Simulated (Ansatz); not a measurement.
# Te2Pt (Moncheite) (P-3m1) in Ansatz: a series of runs

Runs on Te2Pt (Moncheite). Level: PBE. Tasks: single point.

Program: Ansatz 0.2.0. These are calculated values, not measurements. Logs are shortened: lines on timing, memory, paths and dates and some standing lists are left out, and cuts for length are marked.

**1. Starting point**

Symmetry: P-3m1, No. 164, trigonal system. The conventional cell has a = 4.010 Å, b = 4.010 Å, c = 5.201 Å, α = 90.00°, β = 90.00°, γ = 120.00°. Pt (site symmetry -3m) is surrounded by 6 Te at 2.66 Å. Around Te (site symmetry 3m) lie 3 Pt at 2.66 Å.

**2. Single point, PBE**

input.yaml reads:

```yaml
crystal:
  lattice:
    - [4.01, 0.0, 0.0]
    - [-2.005, 3.4727618692, 0.0]
    - [0.0, 0.0, 5.201]
  atoms:
    - { symbol: Pt, position: [0.0, 0.0, 0.0] }
    - { symbol: Te, position: [0.6666666667, 0.3333333333, 0.75] }
    - { symbol: Te, position: [0.3333333333, 0.6666666667, 0.25] }
hamiltonian:
  xc: pbe
  pseudopotentials: { kind: paw }
kpoints:
  mp_grid: { grid: [8, 8, 5] }
scf:
  occupations: { method: gaussian, width: 0.026 }
output:
  forces: true
  stress: true
  eigenvalues: true
```

Potentials or basis: Ansatz PAW.

The run is started by

```
ansatz run input.yaml --threads 2 --pin off --max-ram 5632MiB --backend cpu --events-out ev --progress --plain --runs-dir out
```

The program printed:

```text
Warning: RAYON_NUM_THREADS=2 ignored (pool sized by the plan → 2); use --threads N
Engine: ansatz 0.2.0, x86_64-unknown-linux-gnu
Pseudopotentials: kind: paw
Pseudopotential: Pt, paw, valence charge 18, recommended cutoff 420 eV (normal), Pt.paw.azcp
Pseudopotential: Te, paw, valence charge 16, recommended cutoff 420 eV (normal), Te.paw.azcp
Functional definition: PBE
  parameter kappa = 0.804
  parameter beta = 0.06672455060314922
  exchange = pbe_x(kappa = kappa, mu = beta*pi^2/3)
  correlation = pbe_c(beta = beta)
Crystal: 3 atoms, lattice volume = 72.428 Å³
Basis set: ecut = 420 eV, 1409 PW (Γ), exchange–correlation on 54×54×72 points (8 copies of the dense FFT grid, shifted against one another)
Bands: 30, of which v1, the nominal top of the filled ones, is band 25 counted from 1 (24 counted from 0)
Symmetry: 12 space group operations
Space group: P-3m1 (ITA 164), of the structure as read, at distance tolerance 4.2e-5 Å
k-points: 40 of 320
Non-local potential: Pt, projectors of the file, l = 0: 3, l = 1: 2, l = 2: 2, l = 3: 1
Non-local potential: Te, projectors of the file, l = 0: 2, l = 1: 2, l = 2: 2, l = 3: 2
PAW form: soft (Blöchl's): semilocal exchange-correlation on the pseudo side does not see the compensation charge
PAW one-centre angular grid: Pt, 590 points (default); XC on 64 Gauss nodes
PAW one-centre angular grid: Te, 590 points (default); XC on 64 Gauss nodes
Initial density: superposition of atomic densities (neutral atoms: chi_scale 0, normalization atom), corrected by the library's trained network
Initial wavefunctions: pseudopotential atomic-orbital guess
Functional: x = pbe(κ = 0.804, μ = 0.2195149727645171), c = pbe(β = 0.06672455060314922)
SCF iter   1: F=—  HF=-26483.945163 eV  |F-HF|=—  |Δ(HF+E_count)|=         —  Δρ=2.28e-3  dr2=4.59e-3  ethr=1.77e-3  ⟨swp⟩=6.7  Hψ=5320  notcnv=0
preconditioner: auto → LDOS  [insulator: Δε(μ)=0.039 eV  Ē_g=9.188 eV  σ=0.026 eV  W_gap=0.59  n_scr=22 (ndim 8)  ℏωp=20.5 eV  f_vac=0.015  D(μ)=1.96/eV (n_scr^D=20)  ε∞_Penn≈6.0  β→1.0]
SCF iter   2: F=—  HF=-26483.945954 eV  |F-HF|=—  |Δ(HF+E_count)|=   7.90e-4  Δρ=1.69e-3  dr2=3.28e-3  ethr=9.18e-6  ⟨swp⟩=2.9  Hψ=2701  notcnv=0  defer=33
SCF iter   3: F=—  HF=-26483.944966 eV  |F-HF|=—  |Δ(HF+E_count)|=   9.87e-4  Δρ=3.17e-4  dr2=8.12e-5  ethr=6.56e-6  ⟨swp⟩=2.0  Hψ=2171  notcnv=0  defer=33
SCF iter   4: F=—  HF=-26483.944960 eV  |F-HF|=—  |Δ(HF+E_count)|=   5.87e-6  Δρ=5.59e-5  dr2=1.99e-6  ethr=1.62e-7  ⟨swp⟩=2.0  Hψ=2005  notcnv=0  defer=33
iter 5 did not close the SCF: its close was put off for the readings that it lacked (scf_convergence_deferred on its scf_iter line)
SCF iter   5: F=-26483.944963 eV  HF=-26483.944963 eV  |F-HF|=7.64e-8  |Δ(HF+E_count)|=   2.44e-6  Δρ=1.23e-5  dr2=7.24e-8  ethr=3.98e-9  ⟨swp⟩=3.0  Hψ=2065  notcnv=0  defer=33
SCF iter   6: F=-26483.944963 eV  HF=-26483.944963 eV  |F-HF|=2.73e-10  |Δ(HF+E_count)|=   9.24e-8  Δρ=2.87e-6  dr2=6.74e-9  ethr=1.45e-10  ⟨swp⟩=6.4  Hψ=5176  notcnv=0
SCF 1 converged in 6 iterations: F = -26483.944963 eV  dr2 = 6.74e-9
SCF converged after 6 iterations
Free energy (F): -26483.944963 eV
Harris-Foulkes:  -26483.944963 eV  (|F-HF|=2.73e-10)
Internal energy: -26483.944312 eV  (E = F + TS)
E sigma→0 (E₀):  -26483.944637 eV
Entropy (-TS):   -0.000651 eV (-0.217 meV/atom)
Fermi energy:    14.258137 eV
--- Per-component energies (eV) ---
  E_band       = -688.792660
  E_kinetic    = 1004.285221
  E_local      = -4539.481975  (includes V_loc(G=0)·N_el)
  E_nonlocal   = -421.429402
  E_hartree    = 2416.182972
  E_xc         = -513.082489
  E_vxc        = -514.836504  (∫ρ·V_xc dr)
  E_paw        = -18779.446994  (= ΣΔE_a)
  E_vpaw       = -1049.691400  (= ΣTr[D̂ρ^β])
  E_aug_tail   = -0.000137  (compensation charges beyond the density's cutoff)
  E_ewald      = -5650.971506
  E_smearing   = -0.000651  (= −TS)
  E_closure    = -0.000000  (closes the sum)
  Σ components = -26483.944963   (vs F -26483.944963, Δ=0.00e0)
--- Forces (eV/Å), atoms counted from 1 ---
  atom   1  Pt     0.00000000    -0.00000000     0.00000000
  atom   2  Te    -0.00000000    -0.00000000    -0.97386242
  atom   3  Te     0.00000000     0.00000000     0.97386242
  max |Σ_I F_I| component: 1.11e-16 eV/Å
--- Stress (GPa, compression-positive) ---
        9.250773      -0.000000      -0.000000
        0.000000       9.250773       0.000000
       -0.000000       0.000000       7.667935
  P = ⅓ Tr σ = 8.7232 GPa (87.232 kbar)
--- Band table (eV; the first three rows and the last of 40) ---
  k-point 0: bands = ["-85.2114", "-39.4990", "-39.4990", "-39.3713", "-23.5248", "-23.5248", "-23.5111", "-23.5073", "-23.5073", "-23.5073", "-23.5067", "-23.5067", "-23.4975", "-23.4975", "-0.1940", "3.3684", "7.1975", "8.0177", "8.0177", "10.0968", "10.0968", "11.3716", "13.5400", "13.5400", "15.2923", "15.2923", "15.4819", "16.8332", "18.5263", "19.9919"]
  k-point 1: bands = ["-85.2114", "-39.4990", "-39.4990", "-39.3713", "-23.5232", "-23.5232", "-23.5107", "-23.5090", "-23.5090", "-23.5076", "-23.5070", "-23.5070", "-23.4973", "-23.4973", "-0.0226", "2.7967", "7.9250", "8.0440", "8.0440", "10.0843", "10.0843", "11.4309", "13.3027", "13.3027", "14.5917", "15.6687", "15.6687", "17.1129", "19.1340", "19.7429"]
  k-point 2: bands = ["-85.2114", "-39.4990", "-39.4990", "-39.3714", "-23.5190", "-23.5190", "-23.5129", "-23.5129", "-23.5098", "-23.5084", "-23.5077", "-23.5077", "-23.4968", "-23.4968", "0.3971", "1.9030", "8.0876", "8.0876", "9.0913", "10.0662", "10.0662", "11.6749", "13.0011", "13.0011", "13.1120", "16.2901", "16.2901", "17.9333", "19.2320", "19.2320"]
  k-point 39: bands = ["-85.2113", "-39.5019", "-39.5010", "-39.3710", "-23.5196", "-23.5185", "-23.5169", "-23.5104", "-23.5073", "-23.5062", "-23.5048", "-23.5002", "-23.4994", "-23.4984", "2.1293", "2.2612", "7.3218", "7.9110", "8.3500", "9.4954", "9.9261", "10.3114", "10.4713", "11.2990", "11.5975", "15.8877", "16.4865", "19.2880", "20.3838", "21.2057"]
```

Run time: 1.1 s. Hardware: 2 threads of Intel Xeon 6975P-C (Granite Rapids), shared host; peak memory 0.45 GiB.

What came out:

* Free energy: -26483.9450 eV
* Pressure: 8.7 GPa
* Largest force: 0.974 eV/Å
* Band gap on the k mesh: none (metal or under the smearing width)

Forces on the atoms (eV/Å):
```
Pt   0.000  0.000  0.000
Te   0.000  0.000 -0.974
Te   0.000  0.000  0.974
```

Levels at points of the mesh, in eV from the Fermi level:
```csv
k point,band 21,band 22,band 23,band 24,band 25,band 26,band 27,band 28,band 29,band 30
"(0.00, 0.00, 0.00)",-4.16,-2.89,-0.72,-0.72,1.03,1.03,1.22,2.58,4.27,5.73
"(0.00, -0.50, 0.00)",-3.88,-3.83,-3.71,-3.62,-3.06,0.11,2.49,3.58,5.19,5.65
```

**3. Single point, PBE**

Changes to input.yaml since step 2:

```diff
@@ -15,3 +15,3 @@
 scf:
-  occupations: { method: gaussian, width: 0.026 }
+  occupations: { method: gaussian, width: 0.027 }
 output:
```

Potentials or basis: Ansatz PAW.

The run is started by

```
ansatz run input.yaml --threads 2 --pin off --max-ram 5632MiB --backend cpu --events-out ev --progress --plain --runs-dir out
```

The program printed:

```text
Warning: RAYON_NUM_THREADS=2 ignored (pool sized by the plan → 2); use --threads N
[... 9 set-up lines as earlier in the session ...]
Crystal: 3 atoms, lattice volume = 72.428 Å³
Basis set: ecut = 420 eV, 1409 PW (Γ), exchange–correlation on 54×54×72 points (8 copies of the dense FFT grid, shifted against one another)
Bands: 30, of which v1, the nominal top of the filled ones, is band 25 counted from 1 (24 counted from 0)
[... 2 set-up lines as earlier in the session ...]
k-points: 40 of 320
[... 8 set-up lines as earlier in the session ...]
SCF iter   1: F=—  HF=-26483.945190 eV  |F-HF|=—  |Δ(HF+E_count)|=         —  Δρ=2.28e-3  dr2=4.59e-3  ethr=1.77e-3  ⟨swp⟩=6.7  Hψ=5315  notcnv=0
preconditioner: auto → LDOS  [insulator: Δε(μ)=0.039 eV  Ē_g=9.188 eV  σ=0.027 eV  W_gap=0.59  n_scr=22 (ndim 8)  ℏωp=20.5 eV  f_vac=0.015  D(μ)=2.00/eV (n_scr^D=20)  ε∞_Penn≈6.0  β→1.0]
SCF iter   2: F=—  HF=-26483.945978 eV  |F-HF|=—  |Δ(HF+E_count)|=   7.88e-4  Δρ=1.69e-3  dr2=3.28e-3  ethr=9.19e-6  ⟨swp⟩=2.8  Hψ=2681  notcnv=0  defer=33
SCF iter   3: F=—  HF=-26483.944993 eV  |F-HF|=—  |Δ(HF+E_count)|=   9.85e-4  Δρ=3.19e-4  dr2=8.19e-5  ethr=6.56e-6  ⟨swp⟩=2.0  Hψ=2169  notcnv=0  defer=33
SCF iter   4: F=—  HF=-26483.944986 eV  |F-HF|=—  |Δ(HF+E_count)|=   7.06e-6  Δρ=5.65e-5  dr2=2.07e-6  ethr=1.64e-7  ⟨swp⟩=2.0  Hψ=2005  notcnv=0  defer=33
iter 5 did not close the SCF: its close was put off for the readings that it lacked (scf_convergence_deferred on its scf_iter line)
SCF iter   5: F=-26483.944989 eV  HF=-26483.944988 eV  |F-HF|=6.93e-8  |Δ(HF+E_count)|=   2.38e-6  Δρ=1.25e-5  dr2=7.61e-8  ethr=4.14e-9  ⟨swp⟩=2.9  Hψ=2025  notcnv=0  defer=33
SCF iter   6: F=-26483.944989 eV  HF=-26483.944989 eV  |F-HF|=1.35e-10  |Δ(HF+E_count)|=   8.85e-8  Δρ=2.88e-6  dr2=6.81e-9  ethr=1.52e-10  ⟨swp⟩=6.5  Hψ=5195  notcnv=0
SCF 1 converged in 6 iterations: F = -26483.944989 eV  dr2 = 6.81e-9
SCF converged after 6 iterations
Free energy (F): -26483.944989 eV
Harris-Foulkes:  -26483.944989 eV  (|F-HF|=1.35e-10)
Internal energy: -26483.944273 eV  (E = F + TS)
E sigma→0 (E₀):  -26483.944631 eV
Entropy (-TS):   -0.000716 eV (-0.239 meV/atom)
Fermi energy:    14.257748 eV
--- Per-component energies (eV) ---
  E_band       = -688.793276
  E_kinetic    = 1004.284984
  E_local      = -4539.481011  (includes V_loc(G=0)·N_el)
  E_nonlocal   = -421.429362
  E_hartree    = 2416.182206
  E_xc         = -513.082341
  E_vxc        = -514.836324  (∫ρ·V_xc dr)
  E_paw        = -18779.447106  (= ΣΔE_a)
  E_vpaw       = -1049.691585  (= ΣTr[D̂ρ^β])
  E_aug_tail   = -0.000137  (compensation charges beyond the density's cutoff)
  E_ewald      = -5650.971506
  E_smearing   = -0.000716  (= −TS)
  E_closure    = 0.000000  (closes the sum)
  Σ components = -26483.944989   (vs F -26483.944989, Δ=0.00e0)
--- Forces (eV/Å), atoms counted from 1 ---
  atom   1  Pt     0.00000000     0.00000000     0.00000000
  atom   2  Te    -0.00000000    -0.00000000    -0.97406227
  atom   3  Te     0.00000000     0.00000000     0.97406227
  max |Σ_I F_I| component: 1.11e-16 eV/Å
--- Stress (GPa, compression-positive) ---
        9.250693      -0.000000      -0.000000
       -0.000000       9.250693       0.000000
       -0.000000       0.000000       7.666638
  P = ⅓ Tr σ = 8.7227 GPa (87.227 kbar)
--- Band table (eV; the first three rows and the last of 40) ---
  k-point 0: bands = ["-85.2114", "-39.4990", "-39.4990", "-39.3714", "-23.5248", "-23.5248", "-23.5111", "-23.5073", "-23.5073", "-23.5073", "-23.5067", "-23.5067", "-23.4975", "-23.4975", "-0.1940", "3.3684", "7.1975", "8.0177", "8.0177", "10.0968", "10.0968", "11.3715", "13.5400", "13.5400", "15.2923", "15.2923", "15.4819", "16.8332", "18.5263", "19.9919"]
  k-point 1: bands = ["-85.2114", "-39.4990", "-39.4990", "-39.3714", "-23.5232", "-23.5232", "-23.5107", "-23.5090", "-23.5090", "-23.5076", "-23.5070", "-23.5070", "-23.4973", "-23.4973", "-0.0226", "2.7967", "7.9250", "8.0440", "8.0440", "10.0843", "10.0843", "11.4308", "13.3027", "13.3027", "14.5917", "15.6687", "15.6687", "17.1129", "19.1340", "19.7429"]
  k-point 2: bands = ["-85.2114", "-39.4990", "-39.4990", "-39.3714", "-23.5190", "-23.5190", "-23.5129", "-23.5129", "-23.5098", "-23.5084", "-23.5077", "-23.5077", "-23.4969", "-23.4969", "0.3971", "1.9030", "8.0876", "8.0876", "9.0913", "10.0661", "10.0661", "11.6748", "13.0011", "13.0011", "13.1120", "16.2901", "16.2901", "17.9333", "19.2319", "19.2319"]
  k-point 39: bands = ["-85.2114", "-39.5019", "-39.5010", "-39.3711", "-23.5196", "-23.5185", "-23.5169", "-23.5104", "-23.5074", "-23.5062", "-23.5048", "-23.5002", "-23.4995", "-23.4984", "2.1293", "2.2612", "7.3218", "7.9110", "8.3500", "9.4954", "9.9261", "10.3114", "10.4713", "11.2990", "11.5975", "15.8877", "16.4865", "19.2880", "20.3838", "21.2057"]
```

Wall time 1.1 s (2 threads of Intel Xeon 6975P-C (Granite Rapids), shared host); peak memory 0.45 GiB.

Results:

| Item | Value |
| --- | --- |
| Free energy | -26483.9450 eV |
| Pressure | 8.7 GPa |
| Largest force | 0.974 eV/Å |
| Band gap on the k mesh | none (metal or under the smearing width) |

Forces in eV/Å, atoms in the order of the input:
```
Pt   0.000  0.000  0.000
Te   0.000  0.000 -0.974
Te   0.000  0.000  0.974
```

**4. Single point, PBE**

Changes to input.yaml since step 3:

```diff
@@ -15,3 +15,3 @@
 scf:
-  occupations: { method: gaussian, width: 0.027 }
+  occupations: { method: gaussian, width: 0.028 }
 output:
```

The run is started by

```
ansatz run input.yaml --threads 2 --pin off --max-ram 5632MiB --backend cpu --events-out ev --progress --plain --runs-dir out
```

Wall time 1.1 s (2 threads of Intel Xeon 6975P-C (Granite Rapids), shared host); peak memory 0.45 GiB.

It converged, with:

```yaml
Free_energy: -26483.9450 eV
Pressure: 8.7 GPa
Largest_force: 0.974 eV/Å
Band_gap_on_the_k_mesh: none (metal or under the smearing width)
```

Forces in eV/Å, atoms in the order of the input:
```
Pt   0.000  0.000  0.000
Te   0.000  0.000 -0.974
Te   0.000  0.000  0.974
```

Stress tensor (GPa, compression positive):
```
9.25 0.00 0.00
0.00 9.25 0.00
0.00 0.00 7.67
```

Levels at points of the mesh, in eV from the Fermi level:
```tsv
k point	band 22	band 23	band 24	band 25	band 26	band 27	band 28	band 29
(0.00, 0.00, 0.00)	-2.89	-0.72	-0.72	1.03	1.03	1.22	2.58	4.27
(0.00, -0.50, 0.00)	-3.82	-3.71	-3.62	-3.06	0.11	2.49	3.58	5.19
```

Spin-orbit coupling is left out, which matters for the levels of Pt, Te.

**5. The runs side by side**

| smearing | gap on the mesh (eV) | pressure (GPa) | largest force (eV/Å) |
| --- | --- | --- | --- |
| gaussian 0.026 eV | none | 8.7 | 0.97 |
| gaussian 0.027 eV | none | 8.7 | 0.97 |
| gaussian 0.028 eV | none | 8.7 | 0.97 |

Alike in all rows: task single point; level PBE; potentials or basis Ansatz PAW; no spin polarisation; cell as given; k mesh 8 × 8 × 5; cutoff (eV) 420.

Every run on the cell as given and a fine mesh finds a metal.

Total energies depend on the potentials used, so only differences within one code and one set of settings carry meaning.
